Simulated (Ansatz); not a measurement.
# Be2C: the cell at several levels of theory

One table from this session's results is given with a row withheld; the runs are named, their logs left out.

Code: Ansatz 0.2.0. PAW datasets, plane waves, zero pressure. No spin polarisation and no zero-point or thermal motion.

### Starting point

The symmetry is Fm-3m (No. 225, cubic); a = 4.325 Å in the conventional setting, 6.74 Å³ an atom. Around Be lie 4 C at 1.87 Å; around C lie 8 Be at 1.87 Å.

Coordinates:

```cif
data_structure
_symmetry_space_group_name_H-M 'P 1'
_symmetry_Int_Tables_number 1
_cell_length_a 3.0579
_cell_length_b 3.0579
_cell_length_c 3.0579
_cell_angle_alpha 60.000
_cell_angle_beta 60.000
_cell_angle_gamma 60.000
_cell_volume 20.22
loop_
_atom_site_label
_atom_site_type_symbol
_atom_site_fract_x
_atom_site_fract_y
_atom_site_fract_z
_atom_site_occupancy
Be1 Be 0.75000 0.75000 0.75000 1
Be2 Be 0.25000 0.25000 0.25000 1
C1 C 0.00000 0.00000 0.00000 1
```

Set-up of the first run:

Input file input.yaml:

```yaml
crystal:
  lattice:
    - [0.0, 2.1622559729, 2.1622559729]
    - [2.1622559729, 0.0, 2.1622559729]
    - [2.1622559729, 2.1622559729, 0.0]
  atoms:
    - { symbol: Be, position: [0.75, 0.75, 0.75] }
    - { symbol: Be, position: [0.25, 0.25, 0.25] }
    - { symbol: C, position: [0.0, 0.0, 0.0] }
kpoints:
  mp_grid: { grid: [10, 10, 10] }
hamiltonian:
  xc: pbe
scf:
  occupations: { method: fermi_dirac, width: 0.02 }
relax:
  f_tol: 0.005
  cell: {}
```

Command:

```bash
> ansatz run input.yaml --threads 2 --pin off --max-ram 2211MiB --backend cpu --events-out ev --progress --plain --runs-dir out
```

Steps of the session up to this table: PBE: cell and atoms; Relaxing with r2SCAN; Relaxation with PBEsol; Relaxing with LDA; Relaxing with HSE06.

One of the session's tables, all rows but one given; the rest of the session is left out.

| level | a (Å) | volume (Å³/atom) |
| --- | --- | --- |
| PBE | 4.328 | 6.758 |
| r2SCAN | 4.321 | 6.723 |
| PBEsol | 4.311 | 6.675 |
| LDA | ? | ? |
| HSE06 | 4.306 | 6.653 |

Estimate the missing values for LDA.

The run gave: a (Å): 4.268; volume (Å³/atom): 6.480. In the column «a (Å)» it is the lowest.

In words: From the start to the first minimum the volume moved by +0.3 %. LDA gives the smallest cell and PBE the largest; they differ by 4.3 % in volume, a mean of 1.4 % in length. The meshes differ: PBE 10×10×10, r2SCAN 10×10×10, PBEsol 10×10×10, LDA 10×10×10, HSE06 6×6×6.
